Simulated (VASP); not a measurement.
# GaSb: single point with RPBE+D3(BJ)

**What was measured.**

From a printed reference work, data compilation, for a bulk crystal of GaSb at 4.2 K: band gap 0.811 eV (direct).

Crystal: GaSb.

```
Sb Ga
1.0
     0.00000    2.99655    2.99655
     2.99655    0.00000    2.99655
     2.99655    2.99655    0.00000
Sb Ga
1 1
Direct
  0.75000 0.75000 0.75000
  0.00000 0.00000 0.00000
```

```json
{"Program": "VASP 6.6.1", "Task": "single point", "Functional": "RPBE", "Dispersion": "D3(BJ)", "Potentials or basis": "VASP PAW PBE potentials, release 64 (Sb, Ga_d)", "Cutoff": "520 eV", "k mesh": "8 × 8 × 8", "Occupations": "fermi-dirac, width 0.05 eV", "Spin": "no spin polarisation"}
```

```json
{
  "Pressure": "-2.7 GPa",
  "Band gap on the k mesh": "0.58 eV, direct",
  "Dispersion energy per atom": "-1.596 eV"
}
```

Levels at points of the mesh, in eV from the valence-band top:
```tsv
k point	band 7	band 8	band 9	band 10	band 11	band 12
(0.00, 0.00, 0.00)	0.00	0.00	0.00	0.58	2.77	2.77
(0.50, 0.00, 0.00)	-6.65	-1.26	-1.26	0.61	3.76	3.76
(0.50, 0.50, 0.00)	-7.08	-2.79	-2.79	0.90	1.21	9.12
```

Wall time 17 s on 1 thread of Intel(R) Xeon(R) Platinum 8259CL CPU @ 2.50GHz (Skylake/Cascade Lake) (shared host), peak memory 0.19 GiB.

Against the measured gap of GaSb, 0.811 eV (direct; 4.2 K; a printed reference work, data compilation), the calculated 0.58 eV is off by -0.23 eV. Spin-orbit coupling on Ga, Sb is left out. The value is that of RPBE+D3(BJ) on a finite k mesh, which can miss the band edges, without temperature or zero-point motion. Semilocal functionals fall short of measured gaps as a rule.

Caveat: the PAW data sets were made with another functional, which shifts forces and pressure a little; spin-orbit coupling is left out, which moves the levels of the heavy elements.
